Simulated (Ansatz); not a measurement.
From the elastic tensor of SiC at 7 GPa (stress–strain coefficients) to moduli and sound speeds

Theory: Ansatz 0.2.0, DFT LDA, scalar-relativistic, plane waves, PAW. Settings: 420 eV plane-wave cutoff, Γ-centred 12×12×12 mesh, fixed occupations. No spin polarisation.

It takes space group F-43m (No. 216, cubic). Conventional cell: a = 4.288 Å, b = 4.288 Å, c = 4.288 Å, α = 90.00°, β = 90.00°, γ = 90.00°. Si (site symmetry -43m) has 4 C at 1.86 Å as nearest neighbours. Around C (site symmetry -43m) lie 4 Si at 1.86 Å.

Relaxed-ion constants (GPa, on the Cartesian axes of the calculation):
C11 = 430.5, C12 = 169.2, C13 = 169.2, C22 = 430.5, C23 = 169.2, C33 = 430.5, C44 = 263.7, C55 = 263.7, C66 = 263.7 GPa; the others vanish.

Density 3.379 g/cm³; 2 atoms in 19.70 Å³.

The values that follow are for a polycrystal of randomly turned grains, by Hill's mean where one number stands.

With S = C⁻¹: B_V = (C11+C22+C33+2(C12+C13+C23))/9, G_V = (C11+C22+C33−C12−C13−C23+3(C44+C55+C66))/15, 1/B_R = S11+S22+S33+2(S12+S13+S23), 15/G_R = 4(S11+S22+S33−S12−S13−S23)+3(S44+S55+S66); Hill is their mean. Then v_l = √((B+4G/3)/ρ), v_t = √(G/ρ), v_m = [(2/v_t³+1/v_l³)/3]^(−1/3) and Θ = (ħ/k_B)·v_m·(6π²n/V)^(1/3) for n atoms in the volume V; E = 9BG/(3B+G), ν = (3B−2G)/(2(3B+G)) and A^U = 5G_V/G_R + B_V/B_R − 6.

| Quantity | Value |
| --- | --- |
| Bulk modulus, Voigt / Reuss / Hill | 256.3 / 256.3 / 256.3 GPa |
| Shear modulus, Voigt / Reuss / Hill | 210.5 / 187.4 / 198.9 GPa |
| Young's modulus | 474 GPa |
| Poisson ratio | 0.192 |
| Pugh ratio B/G | 1.29 |
| Universal anisotropy index | 0.62 |
| Longitudinal and transverse sound speeds | 12424 and 7673 m/s |
| Debye temperature from the mean sound speed | 1175 K |

Cost: 1 run of about 2.2 core-minutes, on Intel Xeon Processor @ 2.50GHz (Skylake/Cascade Lake) (shared hosts).

The cubic crystal resists shear on the cube faces, measured by C44, much more strongly than tetragonal shear, measured by half of C11 − C12. This follows from the tetrahedral network: to first order, tetragonal shear only bends the angles between Si–C bonds, while the C44 strain also stretches and compresses the bonds themselves, even after the sublattices relax. Young's modulus is therefore largest along the bond directions ⟨111⟩ and smallest along the cube axes. C44 also lies well above C12, the opposite of what central forces would give under compression, which points to strongly directional covalent bonding. The same angular stiffness keeps the Pugh ratio at 1.29 and, together with the light atoms, accounts for the fast sound and the high Debye temperature. The positive shear constants and bulk modulus show that the lattice is elastically stable against small homogeneous strains at this pressure, but they don't exclude a soft phonon at finite wavevector or a denser phase of lower enthalpy.
